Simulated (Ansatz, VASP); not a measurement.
Given: the input of a run of Ansatz 0.2.0 on MgSe. 

input.yaml

```yaml
crystal:
  lattice:
    - [0.0, 2.7255, 2.7255]
    - [2.7255, 0.0, 2.7255]
    - [2.7255, 2.7255, 0.0]
  atoms:
    - { symbol: Se, position: [0.5, 0.5, 0.5] }
    - { symbol: Mg, position: [0.0, 0.0, 0.0] }
hamiltonian:
  xc: pbesol
  pseudopotentials: { kind: paw }
kpoints:
  mp_grid: { grid: [8, 8, 8] }
scf:
  occupations: { method: gaussian, width: 0.02 }
output:
  forces: true
  stress: true
  eigenvalues: true
  write_density: true
  write_potential: true
  elf: true
  volumetric_format: npy
```

Potentials or basis: Ansatz PAW.

Run with:

```sh
$ ansatz run input.yaml --threads 1 --pin off --max-ram 3584MiB --backend cpu --events-out ev --progress --plain --runs-dir out
```

**Question.** Translate it to VASP 6.6.1. Potentials or basis there: PBE PAW files Mg_pv, Se, 520 eV.

**Answer.** As run (cutoffs and basis follow the program's own potentials, and thresholds, step limits or extra output files can differ):

Contents of INCAR:

```
PREC     = Accurate       # precision mode
ENCUT    = 520            # plane-wave cutoff, eV
EDIFF    = 1E-6           # SCF threshold, eV
ISMEAR   = 0              # smearing method
SIGMA    = 0.02           # smearing width, eV
LREAL    = False          # projectors in reciprocal space
LASPH    = True           # aspherical terms in the spheres
NELM     = 100            # most SCF steps
ALGO     = Fast           # electronic algorithm
ISIF     = 2              # what is computed and relaxed
LWAVE    = False          # write WAVECAR
LCHARG   = False          # write CHGCAR
GGA      = PS             # functional
NBANDS   = 14             # bands
```

KPOINTS

```
regular mesh
0
Gamma
  8 8 8
```

The input POSCAR:

```
MgSe
1.0
    0.0000000000      2.7255000000      2.7255000000
    2.7255000000      0.0000000000      2.7255000000
    2.7255000000      2.7255000000      0.0000000000
Se Mg
1 1
Cartesian
    2.7255000000      2.7255000000      2.7255000000
    0.0000000000      0.0000000000      0.0000000000
```

Potentials or basis: VASP PAW PBE potentials, release 64 (Se, Mg_pv).

Launch:

```bash
$ cat potpaw_PBE.64/Se/POTCAR potpaw_PBE.64/Mg_pv/POTCAR > POTCAR
$ mpirun -np 1 vasp_std > vasp.out
```

Both were run:

|  | Ansatz | VASP |
| --- | --- | --- |
| Pressure | 0.0 GPa | 0.0 GPa |

Ansatz's pressure holds a Pulay term of +0.01 GPa for its cutoff of 420 eV, which the other run lacks.

The potentials hold 26 and 14 valence electrons a cell.

Ansatz's potentials were made for PBE. VASP's potentials were made for PBE.

Where Ansatz's input types no cutoff or centring, it takes its own default and a Γ-centred mesh.

Pressure is positive in compression.
